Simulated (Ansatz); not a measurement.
SrTiO3 under strain — ⁴⁷Ti NMR of the central transition

Cell: a structure deposited in the COD, relaxed with PBE at fixed cell and then changed (z stretched by 1 %, ions relaxed).

```yaml
crystal:
  lattice:
    - [3.90500, 0.00000, 0.00000]
    - [0.00000, 3.90500, 0.00000]
    - [0.00000, 0.00000, 3.94405]
  atoms:
    - { symbol: Sr, position: [0.00000, 0.00000, 0.00000] }
    - { symbol: Ti, position: [0.50000, 0.50000, 0.50000] }
    - { symbol: O, position: [0.00000, 0.50000, 0.50000] }
    - { symbol: O, position: [0.50000, 0.00000, 0.50000] }
    - { symbol: O, position: [0.50000, 0.50000, 0.00000] }
```

Atom numbers follow the list; atoms alike are taken as one site, whose name carries the number of the first.

Level of theory: DFT, PBE, plane waves and PAW, scalar-relativistic, 420 eV cutoff, Γ-centred 8×8×8 k-points, Fermi–Dirac smearing 0.02 eV (Ansatz 0.2.0).

⁴⁷Ti has I = 5/2 and Q = 302.0 mb (Pyykkö 2018); at 9.4 T its Larmor frequency is ν₀ = 22.6 MHz. Only the quadrupole interaction is simulated: positions count from each site's isotropic chemical shift, and J coupling is left out, as are shift anisotropy and dipolar coupling, which fast spinning averages.

Q: Give C_Q, η, the quadrupolar product P_Q = |C_Q|(1 + η²/3)^½, the second-order isotropic shift and the breadth of the pattern (fast magic-angle spinning) for each Ti site.

A: 

| site | first shell | C_Q (MHz) | η | P_Q (MHz) | δ_QIS (ppm) | breadth (kHz) |
| --- | --- | --- | --- | --- | --- | --- |
| Ti | 6 O at 1.95–1.97 Å | 7.27 | 0.00 | 7.27 | -621 | 30.0 |

δ_QIS = −(ν_Q²/30ν₀²)[I(I+1) − 3/4](1 + η²/3) × 10⁶ ppm with ν_Q = 3|C_Q|/[2I(2I−1)]; it falls as 1/B₀² in ppm, and the breadth as 1/B₀ in kHz.

The broadest static pattern spans 73 kHz. The table holds for spinning faster than that; slower spinning leaves sidebands.

An axis of threefold or higher order runs through Ti, so V_zz lies along it and η is zero.
